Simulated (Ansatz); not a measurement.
## Structures of MgI: which is lowest?

Plane-wave DFT in Ansatz with scalar-relativistic PAW potentials, cutoff 420 eV, Γ-centred meshes chosen by cell and gap, Gaussian smearing with energies taken to zero width. Every cell was relaxed (cell and atoms) in a run of its own, within the symmetry of its start. Functional: PBEsol.

Relaxed structures (starts from databases or built by putting these elements on another compound's sites):
A. P4/nmm, 4 atoms in the computed cell, a = 4.325 Å, c = 7.134 Å; sites (symmetry × multiplicity) Mg -4m2 × 2, I 4mm × 2; start: built
B. P6_3mc, 4 atoms in the computed cell, a = 3.973 Å, c = 9.915 Å; sites (symmetry × multiplicity) Mg 3m. × 2, I 3m. × 2; start: built

Q: Rank them by energy. Could pressure change the order?

A:
```csv
structure,group,E − E(lowest) (meV/atom),V (Å³/atom),gap on mesh (eV)
B,P6_3mc,0.0,33.88,0.00
A,P4/nmm,88,33.36,0.00
```

B is lowest, 88 meV/atom under A. The two lowest differ in volume by under 3 %, too little for a first-order estimate of what pressure does to that pair (other pairs aren't weighed here); with rigid cells even 3 % in favour of the higher one would need about 14 GPa. Other structures may lie lower than all of these, and vibrations aren't counted.

Spin-orbit coupling is left out, which matters for the bands of heavy elements. Spin polarisation was left out, and a magnetic state may lie lower.